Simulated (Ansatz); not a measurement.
# (5,5) carbon nanotube (60 atoms): geometry optimisation

Aim: bring (5,5) carbon nanotube (60 atoms) to a nearby minimum of the energy and see what moves.

Calculated with Ansatz 0.2.0; Kohn-Sham DFT, PBE+D4, PAW (set soft_2), plane waves.

### 1. Starting point

The cell holds 60 atoms: 60 C. Cell: a = 15.633 Å, b = 15.744 Å, c = 7.295 Å, α = 90.0°, β = 90.0°, γ = 90.0°. It derives from C (graphene). Graphene sheet (a = 2.46 Å) rolled into a (5,5) tube of diameter 6.78 Å, 3 periods, 9 Å of vacuum; minimised with a classical potential (one cell length free). Vacuum lies along a and b. The structure repeats along c.

### 2. Single point at the start

The forces at the start show how far the geometry lies from a minimum of this functional.

The input, input.yaml:

```yaml
crystal:
  lattice:
    - [15.63316, 0.0, 0.0]
    - [0.0, 15.7442, 0.0]
    - [0.0, 0.0, 7.29523]
  atoms:
    - { symbol: C, position: [0.71132, 0.54462, 0.17248] }
    - { symbol: C, position: [0.69737, 0.58723, 0.00581] }
    - { symbol: C, position: [0.64454, 0.65942, 0.00581] }
    - { symbol: C, position: [0.60803, 0.68575, 0.17248] }
    - { symbol: C, position: [0.52256, 0.71333, 0.17248] }
    - { symbol: C, position: [0.47744, 0.71333, 0.33914] }
    - { symbol: C, position: [0.39197, 0.68575, 0.00581] }
    - { symbol: C, position: [0.35546, 0.65942, 0.17248] }
    - { symbol: C, position: [0.30263, 0.58723, 0.17248] }
    - { symbol: C, position: [0.28868, 0.54462, 0.33914] }
    - { symbol: C, position: [0.28868, 0.45538, 0.00581] }
    - { symbol: C, position: [0.30263, 0.41277, 0.17248] }
    - { symbol: C, position: [0.35546, 0.34058, 0.17248] }
    - { symbol: C, position: [0.39197, 0.31425, 0.33914] }
    - { symbol: C, position: [0.47744, 0.28667, 0.33914] }
    - { symbol: C, position: [0.52256, 0.28667, 0.17248] }
    - { symbol: C, position: [0.60803, 0.31425, 0.17248] }
    - { symbol: C, position: [0.64454, 0.34058, 0.33914] }
    - { symbol: C, position: [0.69737, 0.41277, 0.33914] }
    - { symbol: C, position: [0.71132, 0.45538, 0.17248] }
    - { symbol: C, position: [0.71132, 0.54462, 0.50581] }
    - { symbol: C, position: [0.69737, 0.58723, 0.33914] }
    - { symbol: C, position: [0.64454, 0.65942, 0.33914] }
    - { symbol: C, position: [0.60803, 0.68575, 0.50581] }
    - { symbol: C, position: [0.52256, 0.71333, 0.50581] }
    - { symbol: C, position: [0.47744, 0.71333, 0.67248] }
    - { symbol: C, position: [0.39197, 0.68575, 0.33914] }
    - { symbol: C, position: [0.35546, 0.65942, 0.50581] }
    - { symbol: C, position: [0.30263, 0.58723, 0.50581] }
    - { symbol: C, position: [0.28868, 0.54462, 0.67248] }
    - { symbol: C, position: [0.28868, 0.45538, 0.33914] }
    - { symbol: C, position: [0.30263, 0.41277, 0.50581] }
    - { symbol: C, position: [0.35546, 0.34058, 0.50581] }
    - { symbol: C, position: [0.39197, 0.31425, 0.67248] }
    - { symbol: C, position: [0.47744, 0.28667, 0.67248] }
    - { symbol: C, position: [0.52256, 0.28667, 0.50581] }
    - { symbol: C, position: [0.60803, 0.31425, 0.50581] }
    - { symbol: C, position: [0.64454, 0.34058, 0.67248] }
    - { symbol: C, position: [0.69737, 0.41277, 0.67248] }
    - { symbol: C, position: [0.71132, 0.45538, 0.50581] }
    - { symbol: C, position: [0.71132, 0.54462, 0.83914] }
    - { symbol: C, position: [0.69737, 0.58723, 0.67248] }
    - { symbol: C, position: [0.64454, 0.65942, 0.67248] }
    - { symbol: C, position: [0.60803, 0.68575, 0.83914] }
    - { symbol: C, position: [0.52256, 0.71333, 0.83914] }
    - { symbol: C, position: [0.47744, 0.71333, 0.00581] }
    - { symbol: C, position: [0.39197, 0.68575, 0.67248] }
    - { symbol: C, position: [0.35546, 0.65942, 0.83914] }
    - { symbol: C, position: [0.30263, 0.58723, 0.83914] }
    - { symbol: C, position: [0.28868, 0.54462, 0.00581] }
    - { symbol: C, position: [0.28868, 0.45538, 0.67248] }
    - { symbol: C, position: [0.30263, 0.41277, 0.83914] }
    - { symbol: C, position: [0.35546, 0.34058, 0.83914] }
    - { symbol: C, position: [0.39197, 0.31425, 0.00581] }
    - { symbol: C, position: [0.47744, 0.28667, 0.00581] }
    - { symbol: C, position: [0.52256, 0.28667, 0.83914] }
    - { symbol: C, position: [0.60803, 0.31425, 0.83914] }
    - { symbol: C, position: [0.64454, 0.34058, 0.00581] }
    - { symbol: C, position: [0.69737, 0.41277, 0.00581] }
    - { symbol: C, position: [0.71132, 0.45538, 0.83914] }
kpoints:
  mp_grid: { grid: [1, 1, 2] }
hamiltonian:
  xc: pbe
  dispersion: d4
scf:
  occupations: { method: gaussian, width: 0.025 }
output:
  forces: true
  populations: true
  dos:
    method: { smearing: { sigma: 0.08 } }
    de: 0.1
    projected: { site_lists: { C: [C] } }
  eigenvalues: true
```

The run is started by

```bash
ansatz run input.yaml --threads 4 --pin off --max-ram 8192MiB --backend cpu --events-out ev --progress --plain --runs-dir out
```

Numbers of over 12 decimals in the logs are rounded to 6 here.

The log of the run:

```text
Warning: the atoms were moved onto the symmetric positions of the space group found under crystal.symmetry.tolerance 1.0e-5 (fractional; no operation is sought that the atoms, as they stand in a round, miss by more than twice it, and no atom is moved by as much as it), and the run uses the moved positions. [...]
Engine: ansatz 0.2.0, aarch64-unknown-linux-gnu
Pseudopotentials: kind: paw
Pseudopotential: C, paw, valence charge 4, recommended cutoff 420 eV (normal), C.paw.azcp
[... 5 lines on functional and potentials left out ...]
Crystal: 60 atoms, lattice volume = 1795.587 Å³
Basis set: ecut = 420 eV, 35053 PW (Γ), exchange–correlation on 216×216×100 points (8 copies of the dense FFT grid, shifted against one another)
Bands: 180, of which v1, the nominal top of the filled ones, is band 120 counted from 1 (119 counted from 0)
Symmetry: 24 space group operations
Space group: Pmma (ITA 51), of the structure as read, at distance tolerance 1.2e-4 Å
k-points: 2
[... 3 lines on functional and potentials left out ...]
Initial density: superposition of atomic densities (neutral atoms: chi_scale 0, normalization atom), corrected by the library's trained network
Initial wavefunctions: pseudopotential atomic-orbital guess
Functional: x = pbe(κ = 0.804, μ = 0.219515), c = pbe(β = 0.066725)
SCF iter   1: F=—  HF=-15051.657599 eV  |F-HF|=—  |Δ(HF+E_count)|=         —  Δρ=2.87e-3  dr2=1.33e-1  ethr=1.77e-3  ⟨swp⟩=10.0  Hψ=2203  notcnv=0  defer=72
preconditioner: auto → Resta (q_TF=auto, 1.951 Å⁻¹)  ε∞=1.9  [insulator: Δε(μ)=0.464 eV  Ē_g=14.427 eV  σ=0.025 eV  W_gap=1.00  n_scr=232 (ndim 8)  ℏωp=13.6 eV  f_vac=0.673  D(μ)=0.00/eV (n_scr^D=0)  ε∞_Penn≈1.9  vacuum switching on, ρ_ref=1.5e-2 e/Å³]
SCF iter   2: F=—  HF=-15051.685961 eV  |F-HF|=—  |Δ(HF+E_count)|=   2.84e-2  Δρ=1.38e-3  dr2=2.18e-2  ethr=5.56e-5  ⟨swp⟩=2.0  Hψ=545  notcnv=0  defer=107
SCF iter   3: F=—  HF=-15051.696391 eV  |F-HF|=—  |Δ(HF+E_count)|=   1.04e-2  Δρ=4.34e-4  dr2=2.63e-3  ethr=9.07e-6  ⟨swp⟩=2.0  Hψ=365  notcnv=0  defer=107
SCF iter   4: F=—  HF=-15051.700516 eV  |F-HF|=—  |Δ(HF+E_count)|=   4.13e-3  Δρ=5.27e-5  dr2=4.37e-5  ethr=1.10e-6  ⟨swp⟩=2.0  Hψ=463  notcnv=0  defer=107
SCF iter   5: F=—  HF=-15051.700807 eV  |F-HF|=—  |Δ(HF+E_count)|=   2.91e-4  Δρ=4.25e-5  dr2=1.68e-4  ethr=1.82e-8  ⟨swp⟩=3.0  Hψ=522  notcnv=0  defer=107
SCF iter   6: F=—  HF=-15051.700781 eV  |F-HF|=—  |Δ(HF+E_count)|=   2.67e-5  Δρ=5.98e-6  dr2=1.45e-6  ethr=1.82e-8  ⟨swp⟩=2.0  Hψ=416  notcnv=0  defer=107
SCF iter   7: F=-15051.700780 eV  HF=-15051.700780 eV  |F-HF|=8.17e-9  |Δ(HF+E_count)|=   2.55e-7  Δρ=1.41e-6  dr2=4.21e-8  ethr=4.17e-11  ⟨swp⟩=22.5  Hψ=3262  notcnv=0
SCF 1 converged in 7 iterations: F = -15051.700780 eV  dr2 = 4.21e-8
  greatest PAW one-centre occupation: 0.681 electrons in one spin orbital (limit 2), on the C atom at site 55 (counted from 0), in its partial waves of l = 0
SCF converged after 7 iterations
Free energy (F): -15051.700780 eV
Harris-Foulkes:  -15051.700780 eV  (|F-HF|=8.17e-9)
Internal energy: -15051.700780 eV  (E = F + TS)
E sigma→0 (E₀):  -15051.700780 eV
Fermi energy:    -0.810415 eV
--- Per-component energies (eV) ---
  E_band       = -2459.610116
  E_kinetic    = 5527.008861
  E_local      = -72832.354043  (includes V_loc(G=0)·N_el)
  E_nonlocal   = 1656.446265
  E_hartree    = 33596.138080
  E_xc         = -2896.205593
  E_vxc        = -3586.528373  (∫ρ·V_xc dr)
  E_paw        = -5967.382663  (= ΣΔE_a)
  E_vpaw       = -416.411426  (= ΣTr[D̂ρ^β])
  E_aug_tail   = 0.000522  (compensation charges beyond the density's cutoff)
  E_ewald      = 25871.458147
  E_disp       = -6.810356  (pairwise vdW)
  E_smearing   = -0.000000  (= −TS)
  E_closure    = -0.000000  (closes the sum)
  Σ components = -15051.700780   (vs F -15051.700780, Δ=0.00e0)
--- Forces (eV/Å), atoms counted from 1 ---
  atom   1  C      0.34159808    -0.31781332    -0.00000000
  atom   2  C      0.09071543     0.45735375    -0.00000000
  atom   3  C      0.46189866    -0.05613018     0.00000000
  atom   4  C     -0.19420191     0.42356093     0.00000000
  atom   5  C      0.40849434     0.22706841     0.00000000
  atom   6  C     -0.40849434     0.22706841     0.00000000
  atom   7  C      0.19420191     0.42356093    -0.00000000
  atom   8  C     -0.46189866    -0.05613018     0.00000000
  atom   9  C     -0.09071543     0.45735375     0.00000000
  atom  10  C     -0.34159808    -0.31781332    -0.00000000
  atom  11  C     -0.34159808     0.31781332     0.00000000
  atom  12  C     -0.09071543    -0.45735375     0.00000000
  atom  13  C     -0.46189866     0.05613018    -0.00000000
  atom  14  C      0.19420191    -0.42356093     0.00000000
[...]
atom  59  C      0.09071543    -0.45735375    -0.00000000
  atom  60  C      0.34159808     0.31781332    -0.00000000
  max |Σ_I F_I| component: 6.11e-16 eV/Å
--- Band table (eV) ---
  k-point 0: bands = ["-21.0170", "-20.7416", "-20.7415", "-19.9351", [... 164 levels ...], "5.7348", "5.7348", "5.7413", "5.7413", "5.8186", "5.8186", "5.8187", "5.8229", "6.1621", "6.1736", "6.2021", "6.2021"]
  k-point 1: bands = ["-20.5106", "-20.5106", "-20.2374", "-20.2374", [... 164 levels ...], "5.7978", "5.7978", "5.8765", "5.8765", "6.0164", "6.0164", "6.0400", "6.0400", "6.1900", "6.1900", "6.2049", "6.2049"]
--- Löwdin populations: 60 sites ---
  site symbol       q [e]
     0      C      3.9570
     1      C      3.9570
     2      C      3.9571
[...]
59      C      3.9570
  spilling = 0.010740 (of n_electrons = 240.000000)
```

Elapsed: 23 s, on 4 threads of Arm Neoverse V1, shared host; peak memory 3.4 GiB; 89 s of CPU time.

Reading the cycles: dr2 is the Hartree energy of the density residual (eV), the measure of convergence; HF is the Harris–Foulkes estimate of the energy, which meets the free energy F at convergence.

The program notes that positions were snapped to a detected symmetry.

The run gave:

- free energy: -15051.7008 eV
- free energy per atom: -250.8617 eV/atom
- SCF cycles: 7
- r.m.s. force component: 0.2692 eV/Å
- longest force: 0.4674 eV/Å
- Fermi energy: -0.8104 eV
- spilling of the projection: 0.01074

The r.m.s. force component of 0.27 eV/Å sets the starting point.

Length of the force by element:

```csv
element,coordination,atoms,mean length of the force (eV/Å),spread,least,most
C,all,60,0.466,7.0e-4,0.465,0.467
```

### 3. Relaxation

The atoms are relaxed in the fixed cell, aiming at the force tolerance of the input.

input.yaml, the sections that differ from step 2:

```yaml
output:
  forces: true
relax:
  f_tol: 0.05
  max_steps: 94
# crystal, kpoints, hamiltonian, scf: as in step 2
```

The log of the run:

```text
[...]
Crystal: 60 atoms, lattice volume = 1795.587 Å³
Basis set: ecut = 420 eV, 35053 PW (Γ), exchange–correlation on 216×216×100 points (8 copies of the dense FFT grid, shifted against one another)
Bands: 180, of which v1, the nominal top of the filled ones, is band 120 counted from 1 (119 counted from 0)
Symmetry: 24 space group operations
[...]
k-points: 2
[...]
SCF iter   1: F=—  HF=-15051.657596 eV  |F-HF|=—  |Δ(HF+E_count)|=         —  Δρ=2.87e-3  dr2=1.33e-1  ethr=1.77e-3  ⟨swp⟩=10.0  Hψ=2203  notcnv=0  defer=72
[...]
SCF iter   6: F=-15051.700779 eV  HF=-15051.700781 eV  |F-HF|=1.15e-6  |Δ(HF+E_count)|=   2.67e-5  Δρ=5.94e-6  dr2=1.45e-6  ethr=1.83e-8  ⟨swp⟩=2.0  Hψ=1024  notcnv=0
SCF 1 converged in 6 iterations: F = -15051.700779 eV  dr2 = 1.45e-6
[...]
relax step   1: F+E_penalty+E_count = -15051.70077944 eV  Δ(F+E_penalty+E_count) = +0.000e0 eV  max|allowed force component| = 4.619e-1 eV/Å  Δτ_max = 0.0000 Å  (6 SCF iters, dr2 threshold 6.25e-5 eV, accepted)
[...]
relax step   2: F+E_penalty+E_count = -15052.14807131 eV  Δ(F+E_penalty+E_count) = -4.473e-1 eV  max|allowed force component| = 1.823e-1 eV/Å  Δτ_max = 0.0396 Å  (6 SCF iters, dr2 threshold 1.33e-5 eV, accepted)
[...]
relax step   3: F+E_penalty+E_count = -15052.17942737 eV  Δ(F+E_penalty+E_count) = -3.136e-2 eV  max|allowed force component| = 1.545e-1 eV/Å  Δτ_max = 0.0150 Å  (7 SCF iters, accepted)
relax step   4: F+E_penalty+E_count = -15052.18594673 eV  Δ(F+E_penalty+E_count) = -6.519e-3 eV  max|allowed force component| = 1.375e-3 eV/Å  Δτ_max = 0.0017 Å  (5 SCF iters, dr2 threshold 3.72e-6 eV, accepted)
[...]
relax step   5: F+E_penalty+E_count = -15052.18594694 eV  Δ(F+E_penalty+E_count) = -2.173e-7 eV  max|allowed force component| = 1.361e-3 eV/Å  Δτ_max = 0.0000 Å  (3 SCF iters, accepted)
SCF converged after 3 iterations
Free energy (F): -15052.185947 eV
[...]
Internal energy: -15052.185947 eV  (E = F + TS)
E sigma→0 (E₀):  -15052.185947 eV
Fermi energy:    -0.846853 eV
[...]
--- Forces (eV/Å), atoms counted from 1 ---
  atom   1  C      0.00030798    -0.00104009    -0.00000000
  atom   2  C     -0.00015046     0.00086513     0.00000000
  atom   3  C      0.00103689    -0.00085797     0.00000000
  atom   4  C     -0.00087488     0.00069616     0.00000000
  atom   5  C      0.00136147     0.00006719     0.00000000
  atom   6  C     -0.00136147     0.00006719     0.00000000
  atom   7  C      0.00087488     0.00069616     0.00000000
  atom   8  C     -0.00103689    -0.00085797     0.00000000
  atom   9  C      0.00015046     0.00086513     0.00000000
  atom  10  C     -0.00030798    -0.00104009    -0.00000000
  atom  11  C     -0.00030798     0.00104009     0.00000000
  atom  12  C      0.00015046    -0.00086513     0.00000000
  atom  13  C     -0.00103689     0.00085797     0.00000000
  atom  14  C      0.00087488    -0.00069616     0.00000000
[...]
atom  59  C     -0.00015046    -0.00086513     0.00000000
  atom  60  C      0.00030798     0.00104009     0.00000000
  max |Σ_I F_I| component: 1.52e-18 eV/Å
--- Relaxed structure (5 steps of the walk, 5 accepted, 0 SCFs on fresh bases) ---
  F+E_penalty+E_count = -15052.18594694 eV   max|allowed force component| = 1.361e-3 eV/Å
  atoms:
    - { symbol: C, position: [0.714701, 0.545001, 0.172477] }
    - { symbol: C, position: [0.700332, 0.588911, 0.00581] }
    - { symbol: C, position: [0.647063, 0.661727, 0.00581] }
    - { symbol: C, position: [0.609449, 0.688869, 0.172477] }
[...]
- { symbol: C, position: [0.714701, 0.454999, 0.839143] }
```

Wall time 42 s (4 threads); peak memory 3.3 GiB.

Relaxation path:

```csv
step,energy less that of the first step (eV),largest force component (eV/Å)
1,0.0000,0.4619
2,-0.4473,0.1823
3,-0.4786,0.1545
4,-0.4852,0.0014
5,-0.4852,0.0014
```

Forces are held to the 24 operations that the run works with; a distortion that breaks them can't arise in this run.

The atoms that moved most (Å):

```csv
atom,dx,dy,dz,length
C6,-0.011,0.053,0.000,0.054
C26,-0.011,0.053,0.000,0.054
C46,-0.011,0.053,0.000,0.054
C25,0.011,0.053,0.000,0.054
C45,0.011,0.053,0.000,0.054
C5,0.011,0.053,0.000,0.054
C15,-0.011,-0.053,0.000,0.054
C35,-0.011,-0.053,0.000,0.054
```

The relaxation changed the energy by -8.09 meV/atom, and atoms moved by 0.054 Å r.m.s., 0.054 Å at most.

### 4. Distances and neighbours after relaxation

Bonds before and after, by the cutoffs listed below:

```csv
pair,bonds before,bonds after,mean before (Å),mean after (Å),spread before (Å),spread after (Å)
C-C,90,90,1.405,1.417,0.000,0.000
```

Normalised to the volume that the atoms fill. Pair distribution function in bins of 0.2 Å:

```csv
r (Å),total
1.40,5.50
1.60,0.00
1.80,0.00
2.00,0.00
2.20,0.00
2.40,3.79
2.60,0.00
2.80,1.41
3.00,0.00
3.20,0.00
3.40,0.00
3.60,0.56
3.80,1.07
4.00,0.46
4.20,0.83
4.40,0.00
4.60,0.00
4.80,1.31
5.00,0.73
5.20,0.00
5.40,0.00
5.60,0.93
5.80,0.22
6.00,0.11
6.20,0.20
6.40,1.10
6.60,0.51
6.80,0.24
```

Bonds by pair of elements; cutoffs follow the first minimum of g(r), held within bounds set by covalent radii, and pairs that aren't listed don't count as bonded:

```csv
pair A-B,cutoff (Å),bonds,mean length (Å),spread (Å),shortest (Å),B about A,A about B
C-C,1.82,90,1.42,0,1.42,3,3
```

How many atoms have how many bonded neighbours:

```csv
element,mean,3
C,3,60
```

Bond angles, per cent of each kind in bins of 5°:

```csv
angle (°),C-C-C
115–120,100.0
```

Bond angles (no mean is given where the spread exceeds 20°):

```csv
angle,count,mean (°),spread (°)
C-C-C,180,119,0.5
```

By these cutoffs all C atoms have 3 bonded neighbours. The C-C-C angle averages 119° with a spread of 0.5°.

(Continued in part 2 of 2.)

[Logs are printed without paths, hosts, clocks, repeated set-up lines and the standing remarks that a program may print on its own settings, such as how far it seeks lower states.]

[Hosts, paths, dates, database ids (printed as entryN), source tags and the programs' standing remarks are cut or masked in the printed files.]
